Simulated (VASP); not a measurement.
# C in VASP: further runs

Runs on C. Level: PBE. Tasks: single point.

Program: VASP 6.6.1. These are calculated values, not measurements. Logs are shortened: lines on timing, memory, paths and dates and some standing lists are left out, and cuts for length are marked.

## (1) The slab as given

The cell holds a slab with vacuum, 2 atoms: a = 2.456 Å, b = 2.456 Å, c = 12.000 Å, α = 90.00°, β = 90.00°, γ = 120.00°.

The slab is cut from a database's or a generator's crystal, which needn't be the stable form of the element.

## (2) Single point, PBE

INCAR reads:

```
PREC     = Accurate       # precision mode
ENCUT    = 460            # plane-wave cutoff, eV
EDIFF    = 1E-7           # SCF threshold, eV
ISMEAR   = 1              # smearing method
SIGMA    = 0.1            # smearing width, eV
LREAL    = False          # projectors in reciprocal space
LASPH    = True           # aspherical terms in the spheres
NELM     = 120            # most SCF steps
ALGO     = Normal         # electronic algorithm
ISIF     = 2              # what is computed and relaxed
LWAVE    = False          # write WAVECAR
LCHARG   = False          # write CHGCAR
LDIPOL   = True         
IDIPOL   = 3            
DIPOL    = 0.5 0.5 0.500
GGA      = PE             # functional
NBANDS   = 14             # bands
LVHAR    = True         
LVACPOTAV= True
```

KPOINTS reads:

```
regular mesh
0
Gamma
  12 12 1
```

POSCAR reads:

```
C
1.0
    2.4561701600      0.0000000000      0.0000000000
   -1.2280850800      2.1271057600      0.0000000000
    0.0000000000      0.0000000000     12.0000000000
C
2
Direct
    0.6666666667      0.3333333333      0.5000000000
    0.3333333333      0.6666666667      0.5000000000
```

Potentials or basis: VASP PAW PBE potentials, release 64 (C).

Command:

```
$ cat potpaw_PBE.64/C/POTCAR > POTCAR
$ mpirun -np 1 vasp_std > vasp.out
```

OUTCAR:

```text
PREC = Accurate
   ENCUT = 460
   EDIFF = 1E-7
   ISMEAR = 1
   LREAL = False
   LASPH = True
   NELM = 120
   ISIF = 2
   GGA = PE

 Found     19 irreducible k-points:

 Following reciprocal coordinates:
            Coordinates               Weight
  0.000000  0.000000  0.000000      1.000000
  0.083333  0.000000  0.000000      6.000000
  0.166667  0.000000  0.000000      6.000000
  0.250000  0.000000  0.000000      6.000000
  0.333333 -0.000000  0.000000      6.000000
  0.416667  0.000000  0.000000      6.000000
   k-points           NKPTS =     19   k-points in BZ     NKDIM =     19   number of bands    NBANDS=     14
   number of dos      NEDOS =    301   number of ions     NIONS =      2
   total plane-waves  NPLWV =  27216
   dimension x,y,z NGX =    18 NGY =   18 NGZ =   84
   dimension x,y,z NGXF=    36 NGYF=   36 NGZF=  168
   ions per type =               2
   NGX,Y,Z   is equivalent  to a cutoff of  12.18, 12.18, 11.64 a.u.
   NGXF,Y,Z  is equivalent  to a cutoff of  24.37, 24.37, 23.27 a.u.
 SYSTEM =  unknown system
   PREC   = accura    normal or accurate (medium, high low for compatibility)
   ISTART =      0    job   : 0-new  1-cont  2-samecut
   ICHARG =      2    charge: 1-file 2-atom 10-const
   ISPIN  =      1    spin polarized calculation?
   LNONCOLLINEAR =      F non collinear calculations
   LSORBIT =      F    spin-orbit coupling
   LASPH  =      T    aspherical Exc in radial PAW
   ENCUT  =  460.0 eV  33.81 Ry    5.81 a.u.   4.30  4.30 20.99*2*pi/ulx,y,z
   NELM   =    120;   NELMIN=  2; NELMDL= -5     # of ELM steps
   EDIFF  = 0.1E-06   stopping-criterion for ELM
   LREAL  =      F    real-space projection
   EDIFFG = 0.1E-05   stopping-criterion for IOM
   NSW    =      0    number of steps for IOM
   IBRION =     -1    ionic relax: 0-MD 1-quasi-New 2-CG
   NFREE  =      0    steps in history (QN), initial steepest desc. (CG)
   ISIF   =      2    stress and relaxation
   ISYM   =      2    0-nonsym 1-usesym 2-fastsym
   POTIM  = 0.5000    time-step for ionic-motion
   TEBEG  =    0.0;   TEEND  =   0.0 temperature during run
   PSTRESS=    0.0 pullay stress
   NELECT =       8.0000    total number of electrons
   NUPDOWN=      -1.0000    fix difference up-down
   EMIN   =  10.00;   EMAX   =-10.00  energy-range for DOS
   EFERMI =   0.00;   METHOD = LEGACY
   ISMEAR =     1;   SIGMA  =   0.10  broadening in eV -4-tet -1-fermi 0-gaus
   EFERMI_NEDOS =   21; number of points for ismear=-14 and -15
   IALGO  =     38    algorithm
   IMIX   =      4    mixing-type and parameters
     AMIX     =   0.40;   BMIX     =  1.00
     AMIX_MAG =   1.60;   BMIX_MAG =  1.00
  volume/ion in A,a.u.               =      31.35       211.54
  Fermi-wavevector in a.u.,A,eV,Ry     =   0.824192  1.557498  9.242342  0.679293
  Thomas-Fermi vector in A             =   1.935834
   LORBIT       =      0    0 simple, 1 ext, 2 COOP (PROOUT), +10 PAW based schemes
   GGA     = PE    functional components
   LHFCALC =     F    Hartree Fock is set to
   AEXX    =    0.0000 exact exchange contribution
   IVDW    =     0    specifies the selected vdW correction
   LEPSILON=     F    determine dielectric tensor
   LRPA    =     F    only Hartree local field effects (RPA)
 non-spin polarized calculation
 Methfessel and Paxton  Order N= 1 SIGMA  =   0.10
  energy-cutoff  :      460.00
  volume of cell :       62.69
 maximum number of plane-waves:      1439
 NGX is ok and might be reduce to    18
   NGX =  9   NGY =  9   NGZ = 41

 dipolmoment           0.000000      0.000000     -0.000000 electrons x Angstroem

 number of electron       7.9999997 magnetization

 dipolmoment           0.000000      0.000000      0.000000 electrons x Angstroem

 Free energy of the ion-electron system (eV)
  ---------------------------------------------------
  ext. energy  EPLUGINS =         0.00000000
  ---------------------------------------------------
  free energy    TOTEN  =       -18.44532946 eV

  energy without entropy =      -18.44454586  energy(sigma->0) =      -18.44506826

 E-fermi :  -1.6960     XC(G=0):  -3.5807

 val. band max:       -1.6960437493   @ k =   0.3333   0.3333   0.0000
 cond. band min:      -1.6960437118   @ k =   0.3333   0.3333   0.0000
 fundamental gap:      0.0000000376
 Fermi energy:        -1.6960437307

 k-point     1 :       0.0000    0.0000    0.0000
  band No.  band energies     occupation
      1     -21.3157      2.00000
      2      -9.3950      2.00000
      3      -4.7381      2.00000
      4      -4.7381      2.00000
      5       1.4725      0.00000
      6       2.6179      0.00000
      7       3.4648      0.00000
      8       6.5980      0.00000
      9       6.6905      0.00000
     10       6.6905      0.00000
     11       7.8329      0.00000
     12       9.8833      0.00000
     13      11.0656      0.00000
     14      12.8336      0.00000

 k-point     2 :       0.0833    0.0000    0.0000
  band No.  band energies     occupation
      1     -21.1505      2.00000
      2      -9.1973      2.00000
      3      -5.3921      2.00000
      4      -5.0807      2.00000
      5       1.6975      0.00000
      6       2.8432      0.00000
      7       3.6909      0.00000
      8       6.7540      0.00000
      9       6.8177      0.00000
     10       7.3943      0.00000
     11       8.0650      0.00000
     12       9.3093      0.00000
     13      11.3647      0.00000
     14      13.0339      0.00000

 k-point     3 :       0.1667    0.0000    0.0000
  band No.  band energies     occupation
      1     -20.6566      2.00000
      2      -8.6094      2.00000
      3      -7.0392      2.00000
      4      -5.8822      2.00000
      5       2.3722      0.00000
      6       3.5169      0.00000
      7       4.3691      0.00000
      8       6.7113      0.00000
      9       7.4543      0.00000
     10       7.7952      0.00000
     11       8.7384      0.00000
     12       9.2591      0.00000
     13      12.3205      0.00000
     14      13.6159      0.00000

 k-point     4 :       0.2500    0.0000    0.0000
  band No.  band energies     occupation
      1     -19.8400      2.00000
      2      -9.1507      2.00000
      3      -7.6506      2.00000
      4      -6.7713      2.00000
      5       3.4947      0.00000
      6       4.6112      0.00000
      7       5.4931      0.00000
      8       5.6638      0.00000
      9       6.4564      0.00000
     10       8.5710      0.00000
     11       9.8392      0.00000
     12      11.8372      0.00000
     13      13.6591      0.00000
     14      14.4897      0.00000

 k-point     5 :       0.3333   -0.0000    0.0000
  band No.  band energies     occupation
      1     -18.7125      2.00000
      2     -11.3686      2.00000
      3      -7.5118      2.00000
      4      -6.3710      2.00000
      5       3.2604      0.00000
      6       5.0545      0.00000
      7       6.1157      0.00000
      8       6.2306      0.00000
      9       7.1062      0.00000
     10      10.0616      0.00000
     11      11.3665      0.00000
     12      14.2251      0.00000
     13      14.7087      0.00000
     14      15.0854      0.00000

 k-point     6 :       0.4167    0.0000    0.0000
  band No.  band energies     occupation
      1     -17.3047      2.00000
      2     -13.4845      2.00000
      3      -7.9891      2.00000
      4      -4.9344      2.00000
      5       1.0989      0.00000
      6       5.8635      0.00000
      7       7.0831      0.00000
      8       8.2105      0.00000
      9       9.1251      0.00000
     10      11.8437      0.00000
     11      12.1774      0.00000
     12      13.3001      0.00000
     13      13.3028      0.00000
     14      14.3984      0.00000

 [... further k-points ...]

------------------------ aborting loop because EDIFF is reached ----------------------------------------

  FORCE on cell =-STRESS in cart. coord.  units (eV):
  Direction    XX          YY          ZZ          XY          YZ          ZX
  --------------------------------------------------------------------------------------
  -------------------------------------------------------------------------------------
  Total        0.6408618      0.6408618     -0.0467942      0.0000000     -0.0000000      0.0000000
  in kB       16.3774456     16.3774456     -1.1958408      0.0000000     -0.0000000      0.0000000
  external PRESSURE =      10.5196835 kB  Pullay stress =       0.0000000 kB

 VOLUME and BASIS-vectors are now :
 -----------------------------------------------------------------------------
  energy-cutoff  :      460.00
  volume of cell :       62.69
      direct lattice vectors                 reciprocal lattice vectors
     2.456170160  0.000000000  0.000000000     0.407137916  0.235061185  0.000000000
    -1.228085080  2.127105760  0.000000000     0.000000000  0.470122369  0.000000000
     0.000000000  0.000000000 12.000000000     0.000000000  0.000000000  0.083333333

 POSITION                                       TOTAL-FORCE (eV/Angst)
 -----------------------------------------------------------------------------------
      1.22809      0.70904      6.00000        -0.000000      0.000000     -0.000000
     -0.00000      1.41807      6.00000         0.000000     -0.000000      0.000000
 -----------------------------------------------------------------------------------
    total drift:                                0.000000     -0.000000      0.000000

  FREE ENERGIE OF THE ION-ELECTRON SYSTEM (eV)
  ---------------------------------------------------
  free  energy   TOTEN  =       -18.4453294582 eV

  energy  without entropy=      -18.4445458616  energy(sigma->0) =      -18.44506826

 vacuum level on the upper side and lower side of the slab         2.514         2.514
```

Run time: 14 s. Hardware: 1 thread of Intel Xeon Platinum 8488C (Sapphire Rapids), shared host; peak memory 0.15 GiB.

The run converged, but some of its settings lie outside the range that counts as converged, so its numbers aren't taken as properties of the slab.

Results:

```yaml
Free_energy: -18.4453 eV
Band_gap_on_the_k_mesh: none (metal or under the smearing width)
Work_function_of_the_upper_face: 4.21 eV
Work_function_of_the_lower_face: 4.21 eV
```

Caveat: the cutoff is under 1.25 times the usual one of these potentials, so pressure, stress and relaxed cells hold a basis-set (Pulay) error.

(Part 1 of 3 ends here.)
